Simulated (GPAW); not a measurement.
# Hf (P6_3/mmc) in GPAW: notebook

Aim: see how the results for Hf move with the level of theory and the settings. Levels: BP86, LDA. Tasks: band structure, equation of state.

All numbers are computed with GPAW 26.7.0; they aren't measurements. Logs are shortened: lines on timing, memory, paths and dates and some standing lists are left out, and cuts for length are marked. The log counts tension as positive stress, the text compression.

**1. Starting point**

It takes space group P6_3/mmc (No. 194, hexagonal). Conventional cell: a = 3.197 Å, b = 3.197 Å, c = 5.058 Å, α = 90.00°, β = 90.00°, γ = 120.00°. Hf (site symmetry -6m2) is surrounded by 12 Hf at 3.13 to 3.20 Å.

**2. Band structure, BP86, spin-orbit coupling, no magnetisation**

Input file run.py:

```python
import numpy as np
from ase.dft.bandgap import bandgap
from ase.io import read, write
from ase.units import GPa
from gpaw import GPAW, PW, setup_paths
from gpaw.spinorbit import soc_eigenstates

setup_paths.insert(0, '.')

atoms = read('Hf.cif')

calc = GPAW(mode=PW(600),
            xc='GGA_X_B88+GGA_C_P86',
            kpts={'size': (7, 7, 4), 'gamma': True},
            occupations={'name': 'fermi-dirac', 'width': 0.05},
            nbands=24,
            convergence={'density': 1e-05, 'energy': 1e-05},
            maxiter=150,
            txt='gpaw.txt')
atoms.calc = calc
energy = atoms.get_potential_energy()
forces = atoms.get_forces()
stress = atoms.get_stress()
calc.write('gs.gpw')
write('result.traj', atoms)
print(f'Energy: {energy:.6f} eV')
print('Forces (eV/A):')
print(forces.round(4))
print('Stress (GPa):', (stress / GPa).round(3))
print('Fermi level:', round(calc.get_fermi_level(), 4), 'eV')
print(f'Gap: {bandgap(calc)[0]:.4f} eV, direct: {bandgap(calc, direct=True)[0]:.4f} eV')

path = atoms.cell.bandpath('GMKGALHA,LM,KH', npoints=60, eps=1e-4)
bs_calc = calc.fixed_density(kpts=path, symmetry='off', nbands=36,
                             convergence={'bands': 'CBM+6.0', 'eigenstates': 1e-6}, txt='bands.txt')
bs = bs_calc.band_structure()
bs.write('bs.json')
print(f'Gap on the path: {bandgap(bs_calc)[0]:.4f} eV')

soc = soc_eigenstates(bs_calc, theta=90, phi=45)
np.savetxt('soc_bands.dat', soc.eigenvalues(), fmt='%.4f')
mesh = soc_eigenstates('gs.gpw', theta=90, phi=45)
np.savetxt('soc_mesh.dat', mesh.eigenvalues(), fmt='%.4f')
print('Fermi level with spin-orbit coupling:', round(mesh.fermi_level, 4), 'eV')
```

Input file Hf.cif:

```cif
data_Hf
_cell_length_a 3.19670000
_cell_length_b 3.19670000
_cell_length_c 5.05780000
_cell_angle_alpha 90.00000000
_cell_angle_beta 90.00000000
_cell_angle_gamma 120.00000000
_space_group_name_H-M_alt 'P6_3/mmc'
_space_group_name_Hall '-P 6c 2c'
_space_group_IT_number 194
loop_
_space_group_symop_operation_xyz
'x,y,z'
'-x,-y,-z'
'x-y,x,z+1/2'
'-x+y,-x,-z+1/2'
'-y,x-y,z'
'y,-x+y,-z'
'-x,-y,z+1/2'
'x,y,-z+1/2'
'-x+y,-x,z'
'x-y,x,-z'
'y,-x+y,z+1/2'
'-y,x-y,-z+1/2'
'-y,-x,-z+1/2'
'y,x,z+1/2'
'-x,-x+y,-z'
'x,x-y,z'
'-x+y,y,-z+1/2'
'x-y,-y,z+1/2'
'y,x,-z'
'-y,-x,z'
'x,x-y,-z+1/2'
'-x,-x+y,z+1/2'
'x-y,-y,-z'
'-x+y,y,z'
loop_
_atom_site_label
_atom_site_type_symbol
_atom_site_symmetry_multiplicity
_atom_site_Wyckoff_symbol
_atom_site_fract_x
_atom_site_fract_y
_atom_site_fract_z
_atom_site_occupancy
Hf1 Hf 2 c 0.6666666667 0.3333333333 0.7500000000 1
```

Potentials or basis: PAW data sets generated in the run's folder for this functional, pw.

The run is started by

```sh
> gpaw-setup -f GGA_X_B88+GGA_C_P86 Hf
> OMP_NUM_THREADS=1 python run.py
```

gpaw.txt:

```text
__  _  _
 | _ |_)|_||  |
 |__||  | ||/\| - 26.7.0

Input parameters:
  mode=PW(ecut=600.0),
  convergence={'density': 1e-05, 'energy': 1e-05},
  kpts=MonkhorstPack(size=(7, 7, 4), gamma=True),
  maxiter=150,
  nbands=24,
  occupations=Occupations(name='fermi-dirac', width=0.05),
  xc=XC(name='GGA_X_B88+GGA_C_P86')

Diagonalizing LCAO Hamiltonian
Converting LCAO to pw mode

           Hf

        Hf

Atoms  # Å, Bohr magnetons
|   | symbol |         x |        y |        z |    initial magnetic moments |
|---|--------|-----------|----------|----------|-----------------------------|
| 0 |     Hf |  1.598350 | 0.922808 | 3.793350 | ( 0.0000,  0.0000,  0.0000) |
| 1 |     Hf | -0.000000 | 1.845616 | 1.264450 | ( 0.0000,  0.0000,  0.0000) |

Unit cell  # Å
| periodic |         x |        y |        z |  lengths |     angles |
|----------|-----------|----------|----------|----------|------------|
|      yes |  3.196700 | 0.000000 | 0.000000 | 3.196700 |  90.000000 |
|      yes | -1.598350 | 2.768423 | 0.000000 | 3.196700 |  90.000000 |
|      yes |  0.000000 | 0.000000 | 5.057800 | 5.057800 | 120.000000 |

Number of symmetries: 12
Symmetry operations  # r_c * U_cc + t_c -> r_c
|    | kind |            matrix            |
|----|------|------------------------------|
|  0 |  σ   |  1, 1, 0,  0,-1, 0,  0, 0, 1 |
|  1 |  S6  |  1, 1, 0, -1, 0, 0,  0, 0,-1 |
|  2 |  E   |  1, 0, 0,  0, 1, 0,  0, 0, 1 |
|  3 |  C2  |  1, 0, 0, -1,-1, 0,  0, 0,-1 |
|  4 |  C2  |  0, 1, 0,  1, 0, 0,  0, 0,-1 |
|  5 |  C3  |  0, 1, 0, -1,-1, 0,  0, 0, 1 |
|  6 |  S6  |  0,-1, 0,  1, 1, 0,  0, 0,-1 |
|  7 |  σ   |  0,-1, 0, -1, 0, 0,  0, 0, 1 |
|  8 |  σ   | -1, 0, 0,  1, 1, 0,  0, 0, 1 |
|  9 |  i   | -1, 0, 0,  0,-1, 0,  0, 0,-1 |
| 10 |  C3  | -1,-1, 0,  1, 0, 0,  0, 0, 1 |
| 11 |  C2  | -1,-1, 0,  0, 1, 0,  0, 0,-1 |

BZ-sampling:
  Number of BZ points: 196
  Number of IBZ points: 28

  Monkhorst-Pack size: [7, 7, 4]
  Monkhorst-Pack shift: [0.0, 0.0, 0.125]

K-points  # in reciprocal-cell coordinates
|     |                                coordinates |     weight |
|-----|--------------------------------------------|------------|
|   0 | (  0.00000000,   0.00000000,   0.00000000) | 0.00510204 |
|   1 | (  0.00000000,   0.00000000,   0.25000000) | 0.01020408 |
|   2 | (  0.00000000,   0.00000000,   0.50000000) | 0.00510204 |
|   3 | (  0.14285714,   0.00000000,  -0.25000000) | 0.03061224 |
|   4 | (  0.14285714,   0.00000000,   0.00000000) | 0.03061224 |
|   5 | (  0.14285714,   0.00000000,   0.25000000) | 0.03061224 |
|   6 | (  0.14285714,   0.00000000,   0.50000000) | 0.03061224 |
|   7 | (  0.28571429,  -0.14285714,   0.00000000) | 0.03061224 |
|   8 | (  0.28571429,  -0.14285714,   0.25000000) | 0.06122449 |
|   9 | (  0.28571429,  -0.14285714,   0.50000000) | 0.03061224 |
| ... |                                            |            |
|  27 | (  0.42857143,   0.42857143,   0.50000000) | 0.03061224 |

Plane wave coefficients: 1518
Cutoff: 600.0 eV

Spin-components: 1 (collinear spins)
Bands:           24
Projectors:      12
Spin-degeneracy: 2
Datatype:        complex128

Parallelization:
  kpt:    1
  domain: 1
  band:   1

Density:
  Valence electrons: 24.0
  Components: 1
  Grid points: [20 20 30]
  Charge: 0.0  # |e|

Potential:
  Grid points: [20 20 30]

species:
  Hf:
    name:    Hafnium
    Z:       72.0
    valence: 12
    core:    60
    charge:  0.0  # [|e|]
    compensation charges:
      type: gauss
      rc: 0.41  # [Å]
      lmax: 2
    cutoffs:
      filter: 2.36  # [Å]
      core: 4.02  # [Å]
    projectors
    | kind |    occ | energy [eV] | rcut [Å] |
    |------|--------|-------------|----------|
    |   5s |  2.000 |     -66.945 |    1.397 |
    |   6s |  2.000 |      -5.240 |    1.397 |
    |   5p |  6.000 |     -35.702 |    1.307 |
    |   6p |  0.000 |      -1.482 |    1.307 |
    |   5d |  2.000 |      -2.833 |    1.334 |
    |    d |        |      24.379 |    1.334 |

    Using partial waves for Hf as LCAO basis

Reference energy: -819876.419276  # eV

eigensolver:
  PPCG
  Converge bands: occupied
  niter=2

density mixing:
  MSR1-Mixer
  Pratt-step length: 0.05
  Maximum mixing coefficient: 0.75
  Old densities: 10
  SVD Regularization: 0.005
  Good broyden scale: 1.0
  Trust region scale: 1.0
  Backstep threshold: 4.0
  History deletion threshold: 6.0
  Fourier metric: weight=20.0, sigma=0.015

occupation numbers:
  Fermi-Dirac:
    width: 0.0500  # eV

poisson solver:
  ecut: 4800.0  # eV

xc functional:
  name: GGA_X_B88+GGA_C_P86 with 2 nearest neighbor stencil

convergence criteria:
[... 6 lines left out ...]
|iter     | |      energy | eigst |  dens |
|---------|-|-------------|-------|-------|
|iter:   1| |  -14.510675 | -0.19 |       |
|iter:   2| |  -14.484601 | -2.57 | -1.30 |
|iter:   3| |  -14.344285 | -1.72 | -1.33 |
|iter:   4| |  -14.352310 | -3.13 | -1.93 |
|iter:   5| |  -14.354124 | -4.34 | -2.35 |
|iter:   6| |  -14.354145 | -5.97 | -3.40 |
|iter:   7| |  -14.354147c| -7.29 | -4.00 |
|iter:   8| |  -14.354147c| -7.98c| -4.79 |
|iter:   9| |  -14.354147c| -8.70c| -6.02c|

Converged in 9 steps
Energy contributions relative to reference atoms: (reference = -819876.419276)

Energy contributions:
  Kinetic:          13.721400
  Coulomb:         -13.126808
  Zero:             -0.991162
  External:          0.000000
  Xc:              -13.951069
  Entropy:          -0.013017
  Spinorbit:         0.000000
  ----------------------------
  Free energy:     -14.360656
  Extrapolated:    -14.354147

dipole moment: (-0.000013, -0.000023, -0.000042)  # |e|*Ang

Fermi level: 9.957
Eigenvalues  # (at kpt = [0.000, 0.000, 0.000])
| band index |      eig [eV] | occ [0-2] |
|------------|---------------|-----------|
|          0 |       -51.929 |     2.000 |
|        ... |               |           |
|          2 |       -21.245 |     2.000 |
|          3 |       -20.524 |     2.000 |
|          4 |       -20.524 |     2.000 |
|          5 |       -20.397 |     2.000 |
|          6 |       -20.397 |     2.000 |
|          7 |       -20.387 |     2.000 |
[... 8 lines left out ...]
|         16 |        12.472 |     0.000 |
|         17 |        12.472 |     0.000 |
|        ... |               |           |
|         23 |        27.576 |     0.000 |

No gap
No difference between direct/indirect transitions

Forces  # eV/Ang
|        x |        y |        z |
|----------|----------|----------|
| -0.00000 |  0.00000 |  0.00000 |  # Hf   0
|  0.00000 | -0.00000 | -0.00000 |  # Hf   1

Stress tensor  # eV/Ang^3
|         x |         y |         z |
|-----------|-----------|-----------|
| -0.000751 |  0.000000 |  0.000000 |
| -0.000000 | -0.000751 |  0.000000 |
|  0.000000 |  0.000000 | -0.007983 |

# Writing to gs.gpw (mode='')
```

Run time: 40 s. Hardware: 1 thread of Arm Neoverse V1, shared host; peak memory 0.27 GiB.

What came out:

- Free energy: -14.3607 eV
- Pressure: 0.5 GPa
- Band gap along the path: none (metal or under the smearing width)

Levels at the corners of the path, in eV from the Fermi level:
```
point  band 20  band 21  band 22  band 23  band 24  band 25  band 26  band 27  band 28  band 29
    Γ    -3.76     0.71     0.71     0.86     0.86     1.25     1.25     1.27     1.27     1.61
    M    -2.81    -2.30    -2.29    -0.76    -0.76     0.62     0.62     0.77     0.77     1.66
    K    -2.05    -1.62    -1.62    -1.47    -1.47     0.23     0.23     0.34     0.34     2.01
    Γ    -3.76     0.71     0.71     0.86     0.86     1.25     1.25     1.27     1.27     1.61
    A    -5.38     0.06     0.06     0.06     0.06     0.79     0.79     0.79     0.79     1.10
    L    -3.45    -1.07    -1.07    -1.07    -1.07     1.16     1.16     1.16     1.17     2.57
    H    -1.79    -1.68    -1.68    -1.33    -1.33    -0.41    -0.41    -0.05    -0.05     2.26
    A    -5.38     0.06     0.06     0.06     0.06     0.79     0.79     0.79     0.79     1.10
    L    -3.45    -1.07    -1.07    -1.07    -1.07     1.16     1.16     1.16     1.17     2.57
    M    -2.81    -2.30    -2.29    -0.76    -0.76     0.62     0.62     0.77     0.77     1.66
    K    -2.05    -1.62    -1.62    -1.47    -1.47     0.23     0.23     0.34     0.34     2.01
    H    -1.79    -1.68    -1.68    -1.33    -1.33    -0.41    -0.41    -0.05    -0.05     2.26
```

Caveat: spin-orbit coupling was added after a scalar SCF, so levels and gaps hold it while energy, forces, pressure and moments don't; this program's spin-orbit splittings come out too wide for heavy elements.

**3. Equation of state, LDA**

Input file run.py:

```python
from ase.eos import EquationOfState
from ase.io import Trajectory, read
from ase.units import GPa
from gpaw import GPAW, PW, setup_paths

setup_paths.insert(0, '.')

atoms = read('POSCAR')

traj = Trajectory('eos.traj', 'w')
volumes, energies = [], []
for x in [0.94, 0.96, 0.98, 1.0, 1.02, 1.04, 1.06]:
    a = atoms.copy()
    a.set_cell(atoms.cell * x**(1 / 3), scale_atoms=True)
    calc = GPAW(mode=PW(600),
                xc='LDA',
                kpts={'size': (7, 7, 4), 'gamma': True},
                occupations={'name': 'fermi-dirac', 'width': 0.05},
                nbands=24,
                convergence={'density': 1e-05, 'energy': 1e-05},
                maxiter=150,
                txt=f'eos-{x:.2f}.txt')
    a.calc = calc
    energies.append(a.get_potential_energy(force_consistent=True))
    volumes.append(a.get_volume())
    p = -a.get_stress()[:3].mean() / GPa
    calc.write(f'eos-{x:.2f}.gpw')
    traj.write(a)
    print(f'{x:.2f} {volumes[-1]:10.4f} A^3 {energies[-1]:14.6f} eV {p:9.3f} GPa', flush=True)

v0, e0, B = EquationOfState(volumes, energies, eos='birchmurnaghan').fit()
print(f'V0 = {v0:.4f} A^3, E0 = {e0:.6f} eV, B0 = {B / GPa:.2f} GPa')
```

Input file POSCAR:

```
Hf
1.0
    3.1967000000      0.0000000000      0.0000000000
   -1.5983500000      2.7684234083      0.0000000000
    0.0000000000      0.0000000000      5.0578000000
Hf
2
Direct
    0.6666666667      0.3333333333      0.7500000000
    0.3333333333      0.6666666667      0.2500000000
```

Potentials or basis: PAW data sets generated in the run's folder for this functional, pw.

The run is started by

```sh
> gpaw-setup -f LDA Hf
> OMP_NUM_THREADS=1 python run.py
```

Run time: 1.8 min. Hardware: 1 thread of Arm Neoverse V1, shared host; peak memory 0.25 GiB.

The run converged. Its results:

| Quantity | Value |
| --- | --- |
| Equilibrium volume | 20.96 Å³/atom (rough: see the caveat) |
| Bulk modulus at fixed shape and positions | 121 GPa (rough) |

Energy against volume, from the lowest point:
```csv
volume (Å³/atom),energy (meV/atom)
21.037,0.00
21.485,4.72
21.933,15.90
22.380,33.01
22.828,55.56
23.276,83.06
23.723,115.08
```

Caveat: the minimum lies outside the volumes run; the cell was scaled at fixed shape and fractional positions, which overstates the stiffness of a crystal with free parameters, most of all of layers and chains. The run has no spin-orbit coupling, so splittings on Hf are missing.
